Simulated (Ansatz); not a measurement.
The system is HfC.

```
Hf C
1.0
     0.00000    2.32500    2.32500
     2.32500    0.00000    2.32500
     2.32500    2.32500    0.00000
Hf C
1 1
Direct
  0.50000 0.50000 0.50000
  0.00000 0.00000 0.00000
```

| Item | Value |
| --- | --- |
| Program | Ansatz 0.2.0 |
| Task | relaxation of cell and atoms |
| Functional | BLYP |
| Potentials or basis | Ansatz PAW |
| Cutoff | 420 eV (not typed: the program's choice for these potentials) |
| k mesh | 10 × 10 × 10 |
| Occupations | fermi-dirac, width 0.05 eV |
| Spin | no spin polarisation |

At the start: volume 12.57 Å³/atom.

Task: Where does the relaxation end?

Result: It ends after 7 steps and the volume is 12.98 Å³/atom (+3.3 %); space group Fm-3m (No. 225, to 0.05 Å).

Step by step:
| step | energy change (eV) | largest force (eV/Å) | volume (Å³) |
| --- | --- | --- | --- |
| 1 | 0.0000 | 0.0000 | 25.14 |
| 2 | -0.0067 | 0.0000 | 26.57 |
| 3 | -0.0173 | 0.0000 | 25.98 |
| 4 | -0.0174 | 0.0000 | 25.95 |
| 5 | -0.0188 | 0.0000 | 25.95 |
| 6 | -0.0188 | 0.0000 | 25.96 |
| 7 | -0.0189 | 0.0000 | 25.96 |

Final structure:
```xyz
2
Lattice="0.0000 2.3501 2.3501 2.3501 0.0000 2.3501 2.3501 2.3501 0.0000" Properties=species:S:1:pos:R:3 pbc="T T T"
Hf    2.3501    2.3501    2.3501
C     0.0000    0.0000    0.0000
```

Caveat: the plane-wave basis is chosen anew once the cell has moved, so the energies of steps on either side of that aren't comparable; the PAW data sets come from PBE, with cores solved anew for the run's functional, which leaves a small shift of forces and pressure.
